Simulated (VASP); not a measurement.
# Se (P3_121) in VASP: further runs

Runs on Se. Level: PBE. Tasks: single point.

Everything below comes from runs of VASP 6.6.1. Logs are shortened: lines on timing, memory, paths and dates and some standing lists are left out, and cuts for length are marked.

### 1 Starting point

The structure is trigonal, space group P3_121 (No. 152). The conventional cell has a = 4.366 Å, b = 4.366 Å, c = 4.954 Å, α = 90.00°, β = 90.00°, γ = 120.00°. Around Se (site symmetry 2) lie 2 Se at 2.37 Å.

### 2 Single point, PBE, spin-orbit coupling, no magnetisation

INCAR

```
PREC = Accurate
ENCUT = 460
EDIFF = 1E-7
ISMEAR = 0
SIGMA = 0.02
LREAL = F
LASPH = T
NELM = 100
ALGO = Normal
ISIF = 2
LWAVE = F
LCHARG = F
MAGMOM = 0 0 0 0 0 0 0 0 0
LORBIT = 11
LSORBIT = T
GGA_COMPAT = F
GGA = PE
NBANDS = 34
```

KPOINTS

```
Automatic mesh
0
Gamma
  4 4 3
```

POSCAR

```
Se
1.0
    4.3662000000      0.0000000000      0.0000000000
   -2.1831000000      3.7812401180      0.0000000000
    0.0000000000      0.0000000000      4.9536000000
Se
3
Direct
    0.7746000000      0.7746000000      0.0000000000
    0.0000000000      0.2254000000      0.6666666667
    0.2254000000      0.0000000000      0.3333333333
```

Potentials or basis: VASP PAW PBE potentials, release 64 (Se).

Started as:

```
> cat potpaw_PBE.64/Se/POTCAR > POTCAR
> mpirun -np 1 vasp_ncl > vasp.out
```

OUTCAR:

```text
PREC = Accurate
   ENCUT = 460
   EDIFF = 1E-7
   ISMEAR = 0
   LREAL = F
   LASPH = T
   NELM = 100
   ISIF = 2
   LORBIT = 11
   LSORBIT = T
   GGA = PE

 Found     11 irreducible k-points:

 Following reciprocal coordinates:
            Coordinates               Weight
  0.000000  0.000000  0.000000      1.000000
  0.250000  0.000000  0.000000      6.000000
  0.500000  0.000000  0.000000      3.000000
  0.250000  0.250000  0.000000      3.000000
 -0.250000 -0.250000  0.000000      3.000000
  0.000000  0.000000  0.333333      2.000000
   k-points           NKPTS =     11   k-points in BZ     NKDIM =     11   number of bands    NBANDS=     34
   number of dos      NEDOS =    301   number of ions     NIONS =      3
   total plane-waves  NPLWV =  36864
   dimension x,y,z NGX =    32 NGY =   32 NGZ =   36
   dimension x,y,z NGXF=    64 NGYF=   64 NGZF=   72
   ions per type =               3
   NGX,Y,Z   is equivalent  to a cutoff of  12.18, 12.18, 12.08 a.u.
   NGXF,Y,Z  is equivalent  to a cutoff of  24.37, 24.37, 24.16 a.u.
 SYSTEM =  unknown system
   PREC   = accura    normal or accurate (medium, high low for compatibility)
   ISTART =      0    job   : 0-new  1-cont  2-samecut
   ICHARG =      2    charge: 1-file 2-atom 10-const
   ISPIN  =      1    spin polarized calculation?
   LNONCOLLINEAR =      T non collinear calculations
   LSORBIT =      T    spin-orbit coupling
   LASPH  =      T    aspherical Exc in radial PAW
   ENCUT  =  460.0 eV  33.81 Ry    5.81 a.u.   7.64  7.64  8.66*2*pi/ulx,y,z
   NELM   =    100;   NELMIN=  2; NELMDL= -5     # of ELM steps
   EDIFF  = 0.1E-06   stopping-criterion for ELM
   LREAL  =      F    real-space projection
   EDIFFG = 0.1E-05   stopping-criterion for IOM
   NSW    =      0    number of steps for IOM
   IBRION =     -1    ionic relax: 0-MD 1-quasi-New 2-CG
   NFREE  =      0    steps in history (QN), initial steepest desc. (CG)
   ISIF   =      2    stress and relaxation
   ISYM   =      2    0-nonsym 1-usesym 2-fastsym
   POTIM  = 0.5000    time-step for ionic-motion
   TEBEG  =    0.0;   TEEND  =   0.0 temperature during run
   PSTRESS=    0.0 pullay stress
   NELECT =      18.0000    total number of electrons
   NUPDOWN=      -1.0000    fix difference up-down
   EMIN   =  10.00;   EMAX   =-10.00  energy-range for DOS
   EFERMI =   0.00;   METHOD = LEGACY
   ISMEAR =     0;   SIGMA  =   0.02  broadening in eV -4-tet -1-fermi 0-gaus
   EFERMI_NEDOS =   21; number of points for ismear=-14 and -15
   IALGO  =     38    algorithm
   IMIX   =      4    mixing-type and parameters
     AMIX     =   0.40;   BMIX     =  1.00
     AMIX_MAG =   1.60;   BMIX_MAG =  1.00
  volume/ion in A,a.u.               =      27.26       183.96
  Fermi-wavevector in a.u.,A,eV,Ry     =   0.988430  1.867862 13.292817  0.976995
  Thomas-Fermi vector in A             =   2.119956
   LORBIT       =     11    0 simple, 1 ext, 2 COOP (PROOUT), +10 PAW based schemes
   GGA     = PE    functional components
   LHFCALC =     F    Hartree Fock is set to
   AEXX    =    0.0000 exact exchange contribution
   IVDW    =     0    specifies the selected vdW correction
   LEPSILON=     F    determine dielectric tensor
   LRPA    =     F    only Hartree local field effects (RPA)
 Gauss-broadening in eV      SIGMA  =   0.02
  energy-cutoff  :      460.00
  volume of cell :       81.78
 maximum number of plane-waves:      3694
 NGX is ok and might be reduce to    32
   NGX = 15   NGY = 15   NGZ = 17

 number of electron      18.0000004 magnetization       0.0000000     -0.0000000      0.0000000

 number of electron      18.0000004 magnetization       0.0000000      0.0000000      0.0000000

 number of electron      18.0000004 magnetization      -0.0000000      0.0000000     -0.0000000

 Free energy of the ion-electron system (eV)
  ---------------------------------------------------
  ext. energy  EPLUGINS =         0.00000000
  ---------------------------------------------------
  free energy    TOTEN  =       -10.53846684 eV

  energy without entropy =      -10.53846684  energy(sigma->0) =      -10.53846684

 E-fermi :   2.5605     XC(G=0):  -8.8412

 val. band max:        2.4509044571   @ k =  -0.2500  -0.2500  -0.3333
 cond. band min:       3.9034461780   @ k =   0.0000   0.0000   0.3333
 fundamental gap:      1.4525417209
 Fermi energy:         2.5605236400

 k-point     1 :       0.0000    0.0000    0.0000
  band No.  band energies     occupation
      1     -13.1695      1.00000
      2     -13.1695      1.00000
      3      -9.0476      1.00000
      4      -9.0476      1.00000
      5      -9.0465      1.00000
      6      -9.0465      1.00000
[... 22 lines left out ...]
     29       9.1631      0.00000
     30       9.1631      0.00000

 k-point     2 :       0.2500    0.0000    0.0000
  band No.  band energies     occupation
      1     -12.9507      1.00000
      2     -12.9505      1.00000
      3      -9.2600      1.00000
      4      -9.2573      1.00000
      5      -9.0274      1.00000
      6      -9.0259      1.00000
[... 124 lines left out ...]
 k-point     6 :       0.0000    0.0000    0.3333
  band No.  band energies     occupation
      1     -12.6481      1.00000
      2     -12.6454      1.00000
      3     -11.1653      1.00000
      4     -11.1611      1.00000
      5      -7.1377      1.00000
      6      -7.1326      1.00000
[... 22 lines left out ...]
     29      10.5275      0.00000
     30      10.5305      0.00000

 [... further k-points ...]

 [bands above 30 left out]

------------------------ aborting loop because EDIFF is reached ----------------------------------------

  FORCE on cell =-STRESS in cart. coord.  units (eV):
  Direction    XX          YY          ZZ          XY          YZ          ZX
  --------------------------------------------------------------------------------------
  -------------------------------------------------------------------------------------
  Total        1.2424772      1.2424772      2.0895290      0.0000000      0.0000000     -0.0000000
  in kB       24.3411003     24.3411003     40.9355072      0.0000000      0.0000000     -0.0000000
  external PRESSURE =      29.8725693 kB  Pullay stress =       0.0000000 kB

 VOLUME and BASIS-vectors are now :
 -----------------------------------------------------------------------------
  energy-cutoff  :      460.00
  volume of cell :       81.78
      direct lattice vectors                 reciprocal lattice vectors
     4.366200000  0.000000000  0.000000000     0.229032110  0.132231751  0.000000000
    -2.183100000  3.781240118  0.000000000     0.000000000  0.264463501  0.000000000
     0.000000000  0.000000000  4.953600000     0.000000000  0.000000000  0.201873385

 POSITION                                       TOTAL-FORCE (eV/Angst)
 -----------------------------------------------------------------------------------
      1.69103      2.92895      0.00000        -0.213830     -0.370364      0.000000
     -0.49207      0.85229      3.30240        -0.213830      0.370364     -0.000000
      0.98414      0.00000      1.65120         0.427660     -0.000000      0.000000
 -----------------------------------------------------------------------------------
    total drift:                               -0.000000     -0.000000      0.000000

  FREE ENERGIE OF THE ION-ELECTRON SYSTEM (eV)
  ---------------------------------------------------
  free  energy   TOTEN  =       -10.5384668371 eV

  energy  without entropy=      -10.5384668371  energy(sigma->0) =      -10.53846684

 Spin-Orbit-Coupling matrix elements

 Ion:    1  E_soc:     -0.0451618
 l=   1
     0.0000000    -0.0073298    -0.0074741
    -0.0073298     0.0000000    -0.0077787
    -0.0074741    -0.0077787     0.0000000
 l=   2
     0.0000000     0.0000016     0.0000000     0.0000002     0.0000024
     0.0000016     0.0000000    -0.0000027    -0.0000011     0.0000019
     0.0000000    -0.0000027     0.0000000    -0.0000009     0.0000000
     0.0000002    -0.0000011    -0.0000009     0.0000000     0.0000002
     0.0000024     0.0000019     0.0000000     0.0000002     0.0000000
 l=   3
     0.0000000     0.0000000     0.0000000     0.0000000     0.0000000     0.0000000     0.0000000
     0.0000000     0.0000000     0.0000000     0.0000000     0.0000000     0.0000000     0.0000000
     0.0000000     0.0000000     0.0000000     0.0000000     0.0000000     0.0000000     0.0000000
     0.0000000     0.0000000     0.0000000     0.0000000     0.0000000     0.0000000     0.0000000
     0.0000000     0.0000000     0.0000000     0.0000000     0.0000000     0.0000000     0.0000000
     0.0000000     0.0000000     0.0000000     0.0000000     0.0000000     0.0000000     0.0000000
     0.0000000     0.0000000     0.0000000     0.0000000     0.0000000     0.0000000     0.0000000

 Ion:    2  E_soc:     -0.0451618
 l=   1
     0.0000000    -0.0073298    -0.0074741
    -0.0073298     0.0000000    -0.0077787
    -0.0074741    -0.0077787     0.0000000
 l=   2
     0.0000000     0.0000016     0.0000000     0.0000002     0.0000024
     0.0000016     0.0000000    -0.0000027    -0.0000011     0.0000019
     0.0000000    -0.0000027     0.0000000    -0.0000009     0.0000000
     0.0000002    -0.0000011    -0.0000009     0.0000000     0.0000002
     0.0000024     0.0000019     0.0000000     0.0000002     0.0000000
 l=   3
     0.0000000     0.0000000     0.0000000     0.0000000     0.0000000     0.0000000     0.0000000
     0.0000000     0.0000000     0.0000000     0.0000000     0.0000000     0.0000000     0.0000000
     0.0000000     0.0000000     0.0000000     0.0000000     0.0000000     0.0000000     0.0000000
     0.0000000     0.0000000     0.0000000     0.0000000     0.0000000     0.0000000     0.0000000
     0.0000000     0.0000000     0.0000000     0.0000000     0.0000000     0.0000000     0.0000000
     0.0000000     0.0000000     0.0000000     0.0000000     0.0000000     0.0000000     0.0000000
     0.0000000     0.0000000     0.0000000     0.0000000     0.0000000     0.0000000     0.0000000

 Ion:    3  E_soc:     -0.0451618
 l=   1
     0.0000000    -0.0080031    -0.0074741
    -0.0080031     0.0000000    -0.0071054
    -0.0074741    -0.0071054     0.0000000
 l=   2
     0.0000000    -0.0000003     0.0000000     0.0000025     0.0000024
    -0.0000003     0.0000000     0.0000000    -0.0000011    -0.0000008
     0.0000000     0.0000000     0.0000000    -0.0000036     0.0000000
     0.0000025    -0.0000011    -0.0000036     0.0000000     0.0000024
     0.0000024    -0.0000008     0.0000000     0.0000024     0.0000000
 l=   3
     0.0000000     0.0000000     0.0000000     0.0000000     0.0000000     0.0000000     0.0000000
     0.0000000     0.0000000     0.0000000     0.0000000     0.0000000     0.0000000     0.0000000
     0.0000000     0.0000000     0.0000000     0.0000000     0.0000000     0.0000000     0.0000000
     0.0000000     0.0000000     0.0000000     0.0000000     0.0000000     0.0000000     0.0000000
     0.0000000     0.0000000     0.0000000     0.0000000     0.0000000     0.0000000     0.0000000
     0.0000000     0.0000000     0.0000000     0.0000000     0.0000000     0.0000000     0.0000000
     0.0000000     0.0000000     0.0000000     0.0000000     0.0000000     0.0000000     0.0000000

 total charge

# of ion       s       p       d       tot
------------------------------------------
    1        1.512   2.184   0.058   3.754
    2        1.512   2.184   0.058   3.754
    3        1.512   2.184   0.058   3.754
--------------------------------------------------
tot          4.537   6.552   0.174  11.263

 magnetization (x)

# of ion       s       p       d       tot
------------------------------------------
    1        0.000  -0.000  -0.000  -0.000
    2        0.000  -0.000  -0.000  -0.000
    3       -0.000   0.000   0.000   0.000
--------------------------------------------------
tot          0.000   0.000   0.000   0.000

 magnetization (y)

# of ion       s       p       d       tot
------------------------------------------
    1        0.000  -0.000  -0.000  -0.000
    2       -0.000   0.000   0.000   0.000
    3        0.000  -0.000   0.000  -0.000
--------------------------------------------------
tot         -0.000   0.000   0.000   0.000

 magnetization (z)

# of ion       s       p       d       tot
------------------------------------------
    1        0.000   0.000   0.000   0.000
    2        0.000   0.000   0.000   0.000
    3       -0.000   0.000   0.000  -0.000
--------------------------------------------------
tot         -0.000   0.000   0.000  -0.000
```

Run time: 25 s. Hardware: 1 thread of Intel Xeon 6975P-C (Granite Rapids), shared host; peak memory 0.32 GiB.

The run converged, but some of its settings lie outside the range that counts as converged, so its numbers aren't taken as properties of the crystal.

What came out:

```yaml
Free_energy: -10.5385 eV
Pressure: 3.0 GPa
Largest_force: 0.428 eV/Å
Valence_electrons_inside_the_program's_atomic_spheres: Se 3.75
```

Caveat: the k mesh is coarse (spacing up to 0.42 Å⁻¹), so the values aren't converged.

### 3 Single point, PBE, spin-orbit coupling, no magnetisation

Changes to INCAR since step 2:

```diff
@@ -1,3 +1,3 @@
 PREC = Accurate
-ENCUT = 460
+ENCUT = 340
 EDIFF = 1E-7
```

KPOINTS

```
Automatic mesh
0
Gamma
  5 5 4
```

POSCAR is that of step 2.

Potentials or basis: VASP PAW PBE potentials, release 64 (Se).

Started as:

```
> cat potpaw_PBE.64/Se/POTCAR > POTCAR
> mpirun -np 1 vasp_ncl > vasp.out
```

Wall time 32 s (1 thread of Intel Xeon 6975P-C (Granite Rapids), shared host); peak memory 0.26 GiB.

The run converged, but some of its settings lie outside the range that counts as converged, so its numbers aren't taken as properties of the crystal.

Results:

```
Free energy                                           : -10.5341 eV
Pressure                                              : 3.0 GPa
Largest force                                         : 0.453 eV/Å
Valence electrons inside the program's atomic spheres : Se 3.75
```

### 4 Single point, PBE, spin-orbit coupling, no magnetisation

Changes to INCAR since step 3:

```diff
@@ -1,3 +1,3 @@
 PREC = Accurate
-ENCUT = 340
+ENCUT = 400
 EDIFF = 1E-7
```

KPOINTS is that of step 3.

POSCAR is that of step 3.

Started as:

```
> cat potpaw_PBE.64/Se/POTCAR > POTCAR
> mpirun -np 1 vasp_ncl > vasp.out
```

Wall time 35 s (1 thread of Intel Xeon 6975P-C (Granite Rapids), shared host); peak memory 0.29 GiB.

The run converged, but some of its settings lie outside the range that counts as converged, so its numbers aren't taken as properties of the crystal.

Results:

| Item | Value |
| --- | --- |
| Free energy | -10.5347 eV |
| Pressure | 3.0 GPa |
| Largest force | 0.452 eV/Å |
| Valence electrons inside the program's atomic spheres | Se 3.75 |

### 5 Single point, PBE, spin-orbit coupling, no magnetisation

Changes to INCAR since step 4:

```diff
@@ -1,3 +1,3 @@
 PREC = Accurate
-ENCUT = 400
+ENCUT = 460
 EDIFF = 1E-7
```

KPOINTS is that of step 4.

POSCAR is that of step 4.

Started as:

```
> cat potpaw_PBE.64/Se/POTCAR > POTCAR
> mpirun -np 1 vasp_ncl > vasp.out
```

Wall time 42 s (1 thread of Intel Xeon 6975P-C (Granite Rapids), shared host); peak memory 0.34 GiB.

The run converged, but some of its settings lie outside the range that counts as converged, so its numbers aren't taken as properties of the crystal.

Results:

```yaml
Free_energy: -10.5354 eV
Pressure: 3.0 GPa
Largest_force: 0.451 eV/Å
Valence_electrons_inside_the_program's_atomic_spheres: Se 3.75
```

### 6 Single point, PBE, spin-orbit coupling, no magnetisation

Changes to INCAR since step 5:

```diff
@@ -1,3 +1,3 @@
 PREC = Accurate
-ENCUT = 460
+ENCUT = 520
 EDIFF = 1E-7
```

KPOINTS is that of step 5.

POSCAR is that of step 5.

Potentials or basis: VASP PAW PBE potentials, release 64 (Se).

Started as:

```
> cat potpaw_PBE.64/Se/POTCAR > POTCAR
> mpirun -np 1 vasp_ncl > vasp.out
```

It took 48 s on 1 thread of Intel Xeon 6975P-C (Granite Rapids), shared host; peak memory 0.39 GiB.

The run converged, but some of its settings lie outside the range that counts as converged, so its numbers aren't taken as properties of the crystal.

Results:

| Property | Result |
| --- | --- |
| Free energy | -10.5356 eV |
| Pressure | 3.0 GPa |
| Largest force | 0.451 eV/Å |
| Valence electrons inside the program's atomic spheres | Se 3.75 |
